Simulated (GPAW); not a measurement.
## Collinear magnetic orders of free-standing square Co monolayer, spacing 2.8 A with GPAW

Aim: find out whether free-standing square Co monolayer, spacing 2.8 A carries moments, and which collinear order costs least.

Program: GPAW 26.7.0. Level of theory: LDA; plane waves with GPAW's PAW setups, scalar-relativistic. Results are calculated unless marked as measured.

## Step 1: Starting point

The cell holds 1 atom: 1 Co. Cell: a = 2.800 Å, b = 2.800 Å, c = 14.000 Å, α = 90.0°, β = 90.0°, γ = 90.0°. model lattice. Vacuum lies along c.

## Step 2: Run 1 (ferro +)

The parallel start comes first: it fits the smallest cell, keeps the most symmetry and shows whether parallel moments form.

File order1.py:

```python
import json
import numpy as np
from ase import Atoms
from ase.parallel import paropen, parprint
from gpaw import GPAW

atoms = Atoms(['Co'],
    cell=[[2.8, 0.0, 0.0],
         [0.0, 2.8, 0.0],
         [0.0, 0.0, 14.0]],
    scaled_positions=[[0.0, 0.0, 0.5]],
    pbc=True,
    magmoms=[2.0])
atoms.calc = GPAW(mode={'name': 'pw', 'ecut': 550},
    xc='LDA',
    kpts={'size': (10, 10, 1), 'gamma': True},
    occupations={'name': 'fermi-dirac', 'width': 0.05},
    convergence={'density': 1e-05, 'energy': 1e-05},
    maxiter=200,
    txt='order1.txt')
e = atoms.get_potential_energy(force_consistent=True)
res = {'free_energy': e, 'energy_sigma0': atoms.get_potential_energy(), 'fermi_energy': atoms.calc.get_fermi_level()}
res['moments'] = atoms.get_magnetic_moments().tolist()
res['total'] = atoms.get_magnetic_moment()
parprint('site moments (muB):', np.round(res['moments'], 3))
parprint(f"total moment: {res['total']:.3f} muB")
parprint(f'free energy: {e:.6f} eV')
atoms.calc.write('order1.gpw')
with paropen('results.json', 'w') as f:
    json.dump(res, f)
```

Run with:

```
$ OMP_NUM_THREADS=1 python3 order1.py > order1.log
```

Log:

```text
site moments (muB): [2.093]
total moment: 2.211 muB
free energy: -5.795835 eV

--- order1.txt ---
Input parameters:
  mode=PW(ecut=550),
  convergence={'density': 1e-05, 'energy': 1e-05},
  kpts=MonkhorstPack(size=(10, 10, 1), gamma=True),
  maxiter=200,
  occupations=Occupations(name='fermi-dirac', width=0.05),
  xc=XC(name='LDA')

Diagonalizing LCAO Hamiltonian
Converting LCAO to pw mode
   .------.
  /|      |
 * |      |
 | |      |
 | |      |
 | |      |
 | |      |
 | |      |
 | |      |
 | |      |
 Co|      |
 | |      |
 | |      |
 | |      |
 | |      |
 | |      |
 | |      |
 | .------.
 |/      /
 *------*

Atoms  # Å, Bohr magnetons
|   | symbol |        x |        y |        z |    initial magnetic moments |
|---|--------|----------|----------|----------|-----------------------------|
| 0 |     Co | 0.000000 | 0.000000 | 7.000000 | ( 0.0000,  0.0000,  2.0000) |

Unit cell  # Å
| periodic |        x |        y |         z |   lengths |    angles |
|----------|----------|----------|-----------|-----------|-----------|
|      yes | 2.800000 | 0.000000 |  0.000000 |  2.800000 | 90.000000 |
|      yes | 0.000000 | 2.800000 |  0.000000 |  2.800000 | 90.000000 |
|      yes | 0.000000 | 0.000000 | 14.000000 | 14.000000 | 90.000000 |

Number of symmetries: 16

BZ-sampling:
  Number of BZ points: 100
  Number of IBZ points: 21

  Monkhorst-Pack size: [10, 10, 1]
  Monkhorst-Pack shift: [0.05, 0.05, 0.0]

K-points  # in reciprocal-cell coordinates
|     |                                coordinates |     weight |
|-----|--------------------------------------------|------------|
|   0 | (  0.00000000,   0.00000000,   0.00000000) | 0.01000000 |
|   1 | (  0.10000000,   0.00000000,   0.00000000) | 0.04000000 |
|   2 | (  0.10000000,   0.10000000,   0.00000000) | 0.04000000 |
|   3 | (  0.20000000,   0.00000000,   0.00000000) | 0.04000000 |
|   4 | (  0.20000000,   0.10000000,   0.00000000) | 0.08000000 |
|   5 | (  0.20000000,   0.20000000,   0.00000000) | 0.04000000 |
|   6 | (  0.30000000,   0.00000000,   0.00000000) | 0.04000000 |
|   7 | (  0.30000000,   0.10000000,   0.00000000) | 0.08000000 |
|   8 | (  0.30000000,   0.20000000,   0.00000000) | 0.08000000 |
|   9 | (  0.30000000,   0.30000000,   0.00000000) | 0.04000000 |
| ... |                                            |            |
|  20 | (  0.50000000,   0.50000000,   0.00000000) | 0.01000000 |

Plane wave coefficients: 3257
Cutoff: 550.0 eV

Spin-components: 2 (collinear spins)
Bands:           9
Projectors:      6
Spin-degeneracy: 1
Datatype:        complex128

Parallelization:
  kpt:    1
  domain: 1
  band:   1

Density:
  Valence electrons: 9.0
  Components: 2
  Grid points: [16 16 80]
  Charge: 0.0  # |e|

Potential:
  Grid points: [16 16 80]

species:
  Co:
    name:    Cobalt
    Z:       27.0
    valence: 9
    core:    18
    charge:  0.0  # [|e|]
    compensation charges:
      type: gauss
      rc: 0.32  # [Å]
      lmax: 2
    cutoffs:
      filter: 1.87  # [Å]
      core: 2.55  # [Å]
    projectors
    | kind |    occ | energy [eV] | rcut [Å] |
    |------|--------|-------------|----------|
    |   4s |  2.000 |      -5.672 |    1.005 |
    |   4p |  0.000 |      -1.387 |    1.058 |
    |   3d |  7.000 |      -8.461 |    1.005 |
    |    s |        |      21.539 |    1.005 |
    |    p |        |      25.825 |    1.058 |
    |    d |        |      18.750 |    1.005 |

    Using partial waves for Co as LCAO basis

Reference energy: -37838.266704  # eV

eigensolver:
  PPCG
  Converge bands: occupied
  niter=2

density mixing:
  MSR1-Mixer
  Pratt-step length: 0.05
  Maximum mixing coefficient: 0.75
  Old densities: 10
  SVD Regularization: 0.005
  Good broyden scale: 1.0
  Trust region scale: 1.0
  Backstep threshold: 4.0
  History deletion threshold: 6.0
  Fourier metric: weight=20.0, sigma=0.015

occupation numbers:
  Fermi-Dirac:
    width: 0.0500  # eV

poisson solver:
  ecut: 4400.0  # eV

xc functional:
  name: None

convergence criteria:
- Maximum integral of absolute [dens]ity change: 1e-05 electrons / valence electron
- Maximum [total energy] change in last 3 cyles: 1e-05 eV / valence electron
- Maximum integral of absolute [eigenst]ate change: 4e-08 eV^2 / valence electron
maximum number of iterations: 200

SCF iterations
|iter     |      energy | eigst |  dens |  magmom |
|---------|-------------|-------|-------|---------|
|iter:   1|       0s |   -6.342574 | -0.09 |       |  +2.0028|
|iter:   2|       1s |   -6.054419 | -1.11 | -0.76 |  +1.9939|
|iter:   3|       3s |   -5.766104 | -0.74 | -0.90 |  +1.9895|
|iter:   4|       4s |   -5.767094 | -2.50 | -1.26 |  +2.0409|
|iter:   5|       5s |   -5.776145 | -2.42 | -1.37 |  +2.1439|
|iter:   6|       7s |   -5.780268 | -3.03 | -1.77 |  +2.1998|
|iter:   7|       8s |   -5.780529 | -3.65 | -2.19 |  +2.2144|
|iter:   8|      10s |   -5.780465 | -4.70 | -2.70 |  +2.2118|
|iter:   9|      11s |   -5.780424 | -5.18 | -3.05 |  +2.2109|
|iter:  10|      13s |   -5.780417c| -6.29 | -3.94 |  +2.2111|
|iter:  11|      14s |   -5.780419c| -7.16 | -4.25 |  +2.2112|
|iter:  12|      15s |   -5.780420c| -7.65c| -4.83 |  +2.2112|
|iter:  13|      16s |   -5.780419c| -8.12c| -5.33c|  +2.2112|

Converged in 13 steps
Energy contributions relative to reference atoms: (reference = -37838.266704)

Energy contributions:
  Kinetic:           6.324893
  Coulomb:          -5.332444
  Zero:             -0.071663
  External:          0.000000
  Xc:               -6.685790
  Entropy:          -0.030832
  Spinorbit:         0.000000
  ----------------------------
  Free energy:      -5.795835
  Extrapolated:     -5.780419

dipole moment: (-7.504749, -7.504749, -0.000006)  # |e|*Ang

Total magnetic moment: (0.000000, 0.000000, 2.211204)

Local magnetic moments
|        x |        y |        z |
|----------|----------|----------|
| 0.000000 | 0.000000 | 2.092922 |  # Co   0

Fermi level: -3.309
Eigenvalues  # (at kpt = [0.000, 0.000, 0.000])
| band index |      eig [eV] | occ [0-1] |      eig [eV] | occ [0-1] |
|------------|---------------|-----------|---------------|-----------|
|          0 |        -7.573 |     1.000 |        -7.124 |     1.000 |
|          1 |        -6.113 |     1.000 |        -4.491 |     1.000 |
|          2 |        -5.522 |     1.000 |        -3.696 |     1.000 |
|          3 |        -4.979 |     1.000 |        -2.955 |     0.001 |
|          4 |        -4.979 |     1.000 |        -2.955 |     0.001 |
|          5 |        -4.870 |     1.000 |        -2.576 |     0.000 |
|          6 |        -2.112 |     0.000 |        -1.955 |     0.000 |
|          7 |         1.183 |     0.000 |         1.232 |     0.000 |
|          8 |         2.374 |     0.000 |         2.399 |     0.000 |

No gap
No difference between direct/indirect transitions
```

It took 22 s on 1 MPI rank of Intel Xeon Platinum 8259CL at 2.50GHz (Skylake/Cascade Lake), shared host; peak memory 0.2 GiB.

Numbers from this step:

* magnetization: 2.211 μB
* final state: ferromagnetic
* largest moment: 2.093 μB

After 13 cycles the largest moment stands at 2.09 μB.

## Step 3: Start 2: antiferro q=(0,1/2,0) +-

An opposed order shows whether the pairs that it reverses prefer unlike signs.

The cell is doubled to 2 atoms to hold this order. Its mesh is chosen so that both cells sample the same points.

order2.py is the script of step 2 with these lines changed:

```diff
@@ -6,12 +6,13 @@
 
-atoms = Atoms(['Co'],
+atoms = Atoms(['Co', 'Co'],
     cell=[[2.8, 0.0, 0.0],
-         [0.0, 2.8, 0.0],
+         [0.0, 5.6, 0.0],
          [0.0, 0.0, 14.0]],
-    scaled_positions=[[0.0, 0.0, 0.5]],
+    scaled_positions=[[0.0, 0.0, 0.5],
+         [0.0, 0.5, 0.5]],
     pbc=True,
-    magmoms=[2.0])
+    magmoms=[2.0, -2.0])
 atoms.calc = GPAW(mode={'name': 'pw', 'ecut': 550},
     xc='LDA',
-    kpts={'size': (10, 10, 1), 'gamma': True},
+    kpts={'size': (10, 5, 1), 'gamma': True},
     occupations={'name': 'fermi-dirac', 'width': 0.05},
@@ -19,3 +20,3 @@
     maxiter=200,
-    txt='order1.txt')
+    txt='order2.txt')
 e = atoms.get_potential_energy(force_consistent=True)
@@ -27,3 +28,3 @@
 parprint(f'free energy: {e:.6f} eV')
-atoms.calc.write('order1.gpw')
+atoms.calc.write('order2.gpw')
 with paropen('results.json', 'w') as f:
```

Run with:

```
$ OMP_NUM_THREADS=1 python3 order2.py > order2.log
```

Log:

```text
site moments (muB): [ 1.962 -1.962]
total moment: -0.000 muB
free energy: -11.210327 eV

--- order2.txt ---
Input parameters:
  mode=PW(ecut=550),
  convergence={'density': 1e-05, 'energy': 1e-05},
  kpts=MonkhorstPack(size=(10, 5, 1), gamma=True),
  maxiter=200,
  occupations=Occupations(name='fermi-dirac', width=0.05),
  xc=XC(name='LDA')

Diagonalizing LCAO Hamiltonian
Converting LCAO to pw mode
    .------.
   /|      |
  / |      |
 *  |      |
 |  |      |
 |  |      |
 |  |      |
 |  |      |
 |  |      |
 |  |      |
 | Co      |
 Co |      |
 |  |      |
 |  |      |
 |  |      |
 |  |      |
 |  |      |
 |  .------.
 | /      /
 |/      /
 *------*

Atoms  # Å, Bohr magnetons
|   | symbol |        x |        y |        z |    initial magnetic moments |
|---|--------|----------|----------|----------|-----------------------------|
| 0 |     Co | 0.000000 | 0.000000 | 7.000000 | ( 0.0000,  0.0000,  2.0000) |
| 1 |     Co | 0.000000 | 2.800000 | 7.000000 | ( 0.0000,  0.0000, -2.0000) |

Unit cell  # Å
| periodic |        x |        y |         z |   lengths |    angles |
|----------|----------|----------|-----------|-----------|-----------|
|      yes | 2.800000 | 0.000000 |  0.000000 |  2.800000 | 90.000000 |
|      yes | 0.000000 | 5.600000 |  0.000000 |  5.600000 | 90.000000 |
|      yes | 0.000000 | 0.000000 | 14.000000 | 14.000000 | 90.000000 |

Number of symmetries: 8

BZ-sampling:
  Number of BZ points: 50
  Number of IBZ points: 18

  Monkhorst-Pack size: [10, 5, 1]
  Monkhorst-Pack shift: [0.05, 0.0, 0.0]

Plane wave coefficients: 6459
Cutoff: 550.0 eV

Spin-components: 2 (collinear spins)
Bands:           15
Projectors:      12
Spin-degeneracy: 1
Datatype:        complex128

Parallelization:
  kpt:    1
  domain: 1
  band:   1

Density:
  Valence electrons: 18.0
  Components: 2
  Grid points: [16 32 80]
  Charge: 0.0  # |e|

Potential:
  Grid points: [16 32 80]

[... setups left out ...]
Reference energy: -75676.533408  # eV

eigensolver:
  PPCG
  Converge bands: occupied
  niter=2

density mixing:
  MSR1-Mixer
  Pratt-step length: 0.05
  Maximum mixing coefficient: 0.75
  Old densities: 10
  SVD Regularization: 0.005
  Good broyden scale: 1.0
  Trust region scale: 1.0
  Backstep threshold: 4.0
  History deletion threshold: 6.0
  Fourier metric: weight=20.0, sigma=0.015

occupation numbers:
  Fermi-Dirac:
    width: 0.0500  # eV

poisson solver:
  ecut: 4400.0  # eV

xc functional:
  name: None

convergence criteria:
- Maximum integral of absolute [dens]ity change: 1e-05 electrons / valence electron
- Maximum [total energy] change in last 3 cyles: 1e-05 eV / valence electron
- Maximum integral of absolute [eigenst]ate change: 4e-08 eV^2 / valence electron
maximum number of iterations: 200

SCF iterations
|iter     |      energy | eigst |  dens |  magmom |
|---------|-------------|-------|-------|---------|
|iter:   1|       0s |  -12.444698 | -0.12 |       |  +0.0000|
|iter:   2|       4s |  -11.782578 | -1.12 | -0.72 |  +0.0000|
|iter:   3|       8s |  -11.141071 | -0.57 | -0.87 |  -0.0000|
|iter:   4|      12s |  -11.135891 | -2.15 | -1.34 |  +0.0000|
|iter:   5|      16s |  -11.142770 | -2.35 | -1.47 |  -0.0000|
|iter:   6|      20s |  -11.147901 | -3.14 | -1.87 |  +0.0000|
|iter:   7|      24s |  -11.149137 | -3.57 | -2.24 |  -0.0000|
|iter:   8|      28s |  -11.149156 | -4.37 | -2.57 |  +0.0001|
|iter:   9|      32s |  -11.150757 | -4.26 | -2.70 |  -0.0019|
|iter:  10|      36s |  -11.149261 | -4.26 | -1.67 |  -0.0001|
|iter:  11|      40s |  -11.149432 | -4.69 | -2.89 |  +0.0001|
|iter:  12|      44s |  -11.149585 | -4.79 | -2.77 |  -0.0002|
|iter:  13|      48s |  -11.149711 | -4.66 | -2.75 |  +0.0001|
|iter:  14|      52s |  -11.149783 | -5.17 | -2.97 |  -0.0000|
|iter:  15|      56s |  -11.149801c| -6.29 | -3.80 |  +0.0000|
|iter:  16|      60s |  -11.149793c| -6.61 | -3.93 |  -0.0000|
|iter:  17|      64s |  -11.149794c| -7.78c| -4.31 |  -0.0000|
|iter:  18|      66s |  -11.149797c| -7.62c| -4.74 |  -0.0000|
|iter:  19|      70s |  -11.149796c| -8.65c| -4.84 |  -0.0000|
|iter:  20|      72s |  -11.149796c| -8.58c| -5.23c|  -0.0000|

Converged in 20 steps
Energy contributions relative to reference atoms: (reference = -75676.533408)

Energy contributions:
  Kinetic:          15.203833
  Coulomb:         -12.553512
  Zero:             -0.147976
  External:          0.000000
  Xc:              -13.591611
  Entropy:          -0.121061
  Spinorbit:         0.000000
  ----------------------------
  Free energy:     -11.210327
  Extrapolated:    -11.149796

dipole moment: (-14.994994, -14.994996, -0.000012)  # |e|*Ang

Total magnetic moment: (0.000000, 0.000000, -0.000002)

Local magnetic moments
|        x |        y |         z |
|----------|----------|-----------|
| 0.000000 | 0.000000 |  1.962311 |  # Co   0
| 0.000000 | 0.000000 | -1.962315 |  # Co   1

Fermi level: -3.233
Eigenvalues  # (at kpt = [0.000, 0.000, 0.000])
| band index |      eig [eV] | occ [0-1] |      eig [eV] | occ [0-1] |
|------------|---------------|-----------|---------------|-----------|
|          0 |        -7.269 |     1.000 |        -7.269 |     1.000 |
|          1 |        -5.778 |     1.000 |        -5.778 |     1.000 |
|          2 |        -5.306 |     1.000 |        -5.306 |     1.000 |
|          3 |        -5.209 |     1.000 |        -5.209 |     1.000 |
|          4 |        -4.827 |     1.000 |        -4.827 |     1.000 |
|          5 |        -4.737 |     1.000 |        -4.737 |     1.000 |
|          6 |        -4.459 |     1.000 |        -4.459 |     1.000 |
|          7 |        -3.317 |     0.844 |        -3.317 |     0.844 |
|          8 |        -3.288 |     0.753 |        -3.288 |     0.753 |
|          9 |        -2.813 |     0.000 |        -2.813 |     0.000 |
|         10 |        -2.671 |     0.000 |        -2.671 |     0.000 |
|         11 |        -2.052 |     0.000 |        -2.052 |     0.000 |
|         12 |        -2.004 |     0.000 |        -2.004 |     0.000 |
|         13 |        -0.649 |     0.000 |        -0.649 |     0.000 |
|         14 |         1.203 |     0.000 |         1.203 |     0.000 |

No gap
No difference between direct/indirect transitions
```

It took 81 s on 1 MPI rank; peak memory 0.29 GiB.

Numbers from this step:

| Quantity | Value |
| --- | --- |
| magnetization | 0 μB |
| final state | antiferromagnetic |
| largest moment | 1.962 μB |

It lies 191 meV a seeded atom over the first start, and its largest moment is 1.96 μB against 2.09 μB.

## Step 4: Run 3 (antiferro q=(1/2,1/2,0) +-)

Reversing part of the moments tests the sign of the couplings between them.

This order needs a doubled cell of 2 atoms. Its mesh is chosen so that both cells sample the same points.

order3.py is the script of step 3 with these lines changed:

```diff
@@ -7,7 +7,7 @@
 atoms = Atoms(['Co', 'Co'],
-    cell=[[2.8, 0.0, 0.0],
-         [0.0, 5.6, 0.0],
+    cell=[[5.6, 0.0, 0.0],
+         [2.8, 2.8, 0.0],
          [0.0, 0.0, 14.0]],
     scaled_positions=[[0.0, 0.0, 0.5],
-         [0.0, 0.5, 0.5]],
+         [0.5, 0.0, 0.5]],
     pbc=True,
@@ -16,3 +16,3 @@
     xc='LDA',
-    kpts={'size': (10, 5, 1), 'gamma': True},
+    kpts={'size': (5, 10, 1), 'gamma': True},
     occupations={'name': 'fermi-dirac', 'width': 0.05},
@@ -20,3 +20,3 @@
     maxiter=200,
-    txt='order2.txt')
+    txt='order3.txt')
 e = atoms.get_potential_energy(force_consistent=True)
@@ -28,3 +28,3 @@
 parprint(f'free energy: {e:.6f} eV')
-atoms.calc.write('order2.gpw')
+atoms.calc.write('order3.gpw')
 with paropen('results.json', 'w') as f:
```

Run with:

```
$ OMP_NUM_THREADS=1 python3 order3.py > order3.log
```

Log:

```text
UserWarning: Initial realspace grid (32,24,80) inconsistent with symmetries.
UserWarning: Using symmetrized grid: (32,32,80).

site moments (muB): [ 1.879 -1.879]
total moment: -0.000 muB
free energy: -10.924151 eV

--- order3.txt ---
Input parameters:
  mode=PW(ecut=550),
  convergence={'density': 1e-05, 'energy': 1e-05},
  kpts=MonkhorstPack(size=(5, 10, 1), gamma=True),
  maxiter=200,
[...]
|          3 |        -5.231 |     1.000 |        -5.231 |     1.000 |
|          4 |        -4.731 |     1.000 |        -4.731 |     1.000 |
[...]
|         11 |        -1.941 |     0.000 |        -1.941 |     0.000 |
|         12 |         1.208 |     0.000 |         1.208 |     0.000 |
|         13 |         1.982 |     0.000 |         1.982 |     0.000 |
|         14 |         1.982 |     0.000 |         1.982 |     0.000 |

No gap
No difference between direct/indirect transitions


[key lines of the parts left out:]
Free energy:     -10.924151
Converged in 19 steps
dipole moment: (-29.977104, -14.988552, -0.000012)  # |e|*Ang
Fermi level: -3.102
```

The job ended after 2.2 min (1 MPI rank; peak memory 0.37 GiB).

Spin moment in the augmentation sphere by atom:

| atom | spin moment in the augmentation sphere (μB) |
| --- | --- |
| Co1 | 1.88 |
| Co2 | -1.88 |

Read from the output:

```
magnetization : 0 μB
final state   : antiferromagnetic
```

It lies 334 meV a seeded atom over the first start, and its largest moment is 1.88 μB against 2.09 μB.

## Step 5: Order 4, typed as no spin polarisation

A run without seeds gives the energy of the state without moments.

File nospin.py:

```python
import json
import numpy as np
from ase import Atoms
from ase.parallel import paropen, parprint
from gpaw import GPAW

atoms = Atoms(['Co'],
    cell=[[2.8, 0.0, 0.0],
         [0.0, 2.8, 0.0],
         [0.0, 0.0, 14.0]],
    scaled_positions=[[0.0, 0.0, 0.5]],
    pbc=True)
atoms.calc = GPAW(mode={'name': 'pw', 'ecut': 550},
    xc='LDA',
    kpts={'size': (10, 10, 1), 'gamma': True},
    occupations={'name': 'fermi-dirac', 'width': 0.05},
    convergence={'density': 1e-05, 'energy': 1e-05},
    maxiter=200,
    txt='nospin.txt')
e = atoms.get_potential_energy(force_consistent=True)
res = {'free_energy': e, 'energy_sigma0': atoms.get_potential_energy(), 'fermi_energy': atoms.calc.get_fermi_level()}
parprint(f'free energy: {e:.6f} eV')
atoms.calc.write('nospin.gpw')
with paropen('results.json', 'w') as f:
    json.dump(res, f)
```

Run with:

```
$ OMP_NUM_THREADS=1 python3 nospin.py > nospin.log
```

Log:

```text
free energy: -5.110766 eV

--- nospin.txt ---
Input parameters:
  mode=PW(ecut=550),
  convergence={'density': 1e-05, 'energy': 1e-05},
  kpts=MonkhorstPack(size=(10, 10, 1), gamma=True),
  maxiter=200,
  occupations=Occupations(name='fermi-dirac', width=0.05),
  xc=XC(name='LDA')

Diagonalizing LCAO Hamiltonian
Converting LCAO to pw mode
   .------.
  /|      |
 * |      |
 | |      |
 | |      |
 | |      |
[...]
|------------|---------------|-----------|
|          0 |        -7.287 |     2.000 |
|          1 |        -5.128 |     2.000 |
|          2 |        -4.239 |     2.000 |
|          3 |        -3.635 |     0.300 |
|          4 |        -3.635 |     0.300 |
|          5 |        -3.493 |     0.020 |
|          6 |        -1.992 |     0.000 |
|          7 |         1.219 |     0.000 |
|          8 |         2.397 |     0.000 |

No gap
No difference between direct/indirect transitions


[key lines of the parts left out:]
Free energy:      -5.110766
Converged in 14 steps
dipole moment: (-7.481436, -7.481436, -0.000006)  # |e|*Ang
Fermi level: -3.722
```

Wall time 15 s (1 MPI rank); peak memory 0.17 GiB.

Numbers from this step:

```yaml
final_state: non-magnetic (no spin polarisation)
```

It lies 685 meV a seeded atom over the first start.

(Continued in part 2 of 2.)

[Logs and program files are shortened in this print: banners, set-up blocks, solver, clock and traceback lines can be left out without a mark of their own.]

[Logs are printed without paths, hosts, clocks, repeated set-up lines and the standing remarks that a program may print on its own settings, such as how far it seeks lower states.]

[Hosts, paths, dates, database ids (printed as entryN), source tags and the programs' standing remarks are cut or masked in the printed files.]

[Where a cell is said to come from a database of computed structures, the database is the Materials Project.]
